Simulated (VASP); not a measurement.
Input of a VASP 6.6.1 run:

INCAR

```
SYSTEM = ZnS
PREC = Accurate
ENCUT = 520
EDIFF = 1E-6
ISMEAR = 0
SIGMA = 0.02
LREAL = .FALSE.
LASPH = .TRUE.
NELM = 60
ALGO = Normal
ISIF = 2
LWAVE = .FALSE.
LCHARG = .TRUE.
GGA = PE
LELF = .TRUE.
LVHAR = .TRUE.
NBANDS = 26
```

File KPOINTS:

```
Automatic mesh
0
G
  12 12 6
  0 0 0
```

The input POSCAR:

```
ZnS
1.0
    3.8454929889      0.0000000000      0.0000000000
   -1.9227464944      3.3302946184      0.0000000000
    0.0000000000      0.0000000000      6.3053333047
Zn S
2 2
Direct
    0.3333333333      0.6666666667      0.0052197899
    0.6666666667      0.3333333333      0.5052197899
    0.3333333333      0.6666666667      0.3797802101
    0.6666666667      0.3333333333      0.8797802101
```

Potentials or basis: VASP PAW PBE potentials, release 64 (Zn, S).

Launch:

```console
$ cat potpaw_PBE.64/Zn/POTCAR potpaw_PBE.64/S/POTCAR > POTCAR
$ mpirun -np 1 vasp_std > vasp.out
```

Problem. What does it give for the band gap on the k mesh?

Solution. 2.08 eV, direct.

Problem. Predict the pressure.

Solution. 0.1 GPa.

**The experiment to reproduce.**

From a printed reference work, monograph, for a bulk crystal of ZnS at 4 K: band gap 3.911 eV (direct).

Measured gap of ZnS: 3.911 eV (direct; 4 K; a printed reference work, monograph). This calculation gives 2.08 eV (-1.83 eV). The value is that of PBE on a finite k mesh, which can miss the band edges, without temperature or zero-point motion. Semilocal functionals fall short of measured gaps as a rule.
